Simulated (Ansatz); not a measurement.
Input of an Ansatz 0.2.0 run:

File input.yaml:

```yaml
crystal:
  lattice:
    - [3.574948, 0.0, 0.0]
    - [0.0, 3.574948, 0.0]
    - [0.0, 0.0, 3.574948]
  atoms:
    - { symbol: Co, position: [0.0, 0.5, 0.5], spin: 2.0 }
    - { symbol: Co, position: [0.5, 0.0, 0.5], spin: 2.0 }
    - { symbol: Co, position: [0.5, 0.5, 0.0], spin: 2.0 }
    - { symbol: Al, position: [0.0, 0.0, 0.0] }
hamiltonian:
  xc: pbesol
  pseudopotentials: { kind: paw }
magnetization:
  spin_polarized: true
kpoints:
  mp_grid: { grid: [8, 8, 8] }
scf:
  occupations: { method: fermi_dirac, width: 0.05 }
output:
  forces: true
  stress: true
  eigenvalues: true
  write_density: true
  write_potential: true
  elf: true
  volumetric_format: npy
```

Potentials or basis: Ansatz PAW.

The run is started by

```console
$ ansatz run input.yaml --threads 2 --pin off --max-ram 5632MiB --backend cpu --events-out ev --progress --plain --runs-dir out
```

Predict the absolute moment.

4.21 μB per cell.

Estimate the pressure.

-7.4 GPa.

Caveat: the PAW data sets come from PBE, with cores solved anew for the run's functional, which leaves a small shift of forces and pressure.
